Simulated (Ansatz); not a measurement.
# Co in Ansatz: the effect of functional

Crystal: Co.

```xyz
2
Lattice="2.4707 0.0000 0.0000 -1.2353 2.1397 0.0000 0.0000 0.0000 4.0360" Properties=species:S:1:pos:R:3 pbc="T T T"
Co    0.0000    1.4264    2.9872
Co    1.2353    0.7132    1.0488
```

The cell isn't the ideal one: volume scaled by 0.98.

Alike in all runs:

| Item | Value |
| --- | --- |
| Program | Ansatz 0.2.0 |
| Task | single point |
| Potentials or basis | Ansatz PAW |
| k mesh | 12 × 12 × 7 |
| Occupations | fermi-dirac, width 0.05 eV |
| Spin | collinear spin, ferromagnetic start |
| Starting moments | [2.0, 2.0] μB |

```tsv
functional	cutoff	pressure (GPa)	moment (μB)	largest force (eV/Å)
LDA	420 eV (not typed: the program's choice for these potentials)	?	?	?
PBEsol	420 eV (not typed: the program's choice for these potentials)	-5.2	3.22	0.51
r2SCAN	500 eV (not typed: the program's choice for these potentials)	1.1	3.58	0.26
```

What does the run with functional LDA give?

Pressure -14.1 GPa; moment 3.12 μB; largest force 0.48 eV/Å.

Caveats: the PAW data sets come from PBE, with cores solved anew for the run's functional, which leaves a small shift of forces and pressure; the magnetic or orbital state may not be the lowest (some runs).

Runs at the PBE level aren't shown here.
